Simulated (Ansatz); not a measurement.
# Infrared modes and screening in CaO (zincblende)

Perturbation theory with PBEsol in the plane-wave code Ansatz on the PBEsol cell, ground state and force constants on an 8×8×8 mesh. Spin-unpolarised throughout. Whether this structure exists isn't addressed.

It is cubic, F-43m (No. 216); a = 5.180 Å in the conventional setting, 17.37 Å³ an atom. Around Ca lie 4 O at 2.24 Å; around O lie 4 Ca at 2.24 Å.

```cif
data_structure
_symmetry_space_group_name_H-M 'F-43m'
_symmetry_Int_Tables_number 216
_cell_length_a 5.1797
_cell_length_b 5.1797
_cell_length_c 5.1797
_cell_angle_alpha 90.000
_cell_angle_beta 90.000
_cell_angle_gamma 90.000
_cell_volume 138.97
loop_
_atom_site_label
_atom_site_type_symbol
_atom_site_symmetry_multiplicity
_atom_site_Wyckoff_symbol
_atom_site_fract_x
_atom_site_fract_y
_atom_site_fract_z
_atom_site_occupancy
Ca1 Ca 4 a 0.00000 0.00000 0.00000 1
O1 O 4 d 0.25000 0.25000 0.75000 1
```

Optical modes without the longitudinal term:

| ω (cm⁻¹) | degeneracy | IR intensity, summed over the level ((D/Å)²/amu) |
| --- | --- | --- |
| 381 | 3 | 26.48 |

The optical mode at Γ lies at 381 cm⁻¹ without the longitudinal term. With the long-range field the highest mode reaches 554 cm⁻¹.

ε∞: 3.34 in all directions. With the ions relaxed, ε⁰ is 7.1 in all directions. Born charges, averaged over directions: Ca +2.09, O -2.09 e.

With one polar mode in a cubic crystal the Lyddane-Sachs-Teller relation applies: (ω_LO/ω_TO)² = (554.3/380.6)² = 2.120, and ε⁰/ε∞ = 7.079/3.338 = 2.120. The refractive index √ε∞ is 1.83.

For comparison, on the r2SCAN cell the mean ε∞ is 3.09 with r2SCAN (ground state on 8×8×8; least gap 3.76 eV in its run on 8×8×8 and the special points), 3.28 with PBE (ground state on 8×8×8; least gap 3.33 eV in its run on 8×8×8 and the special points).
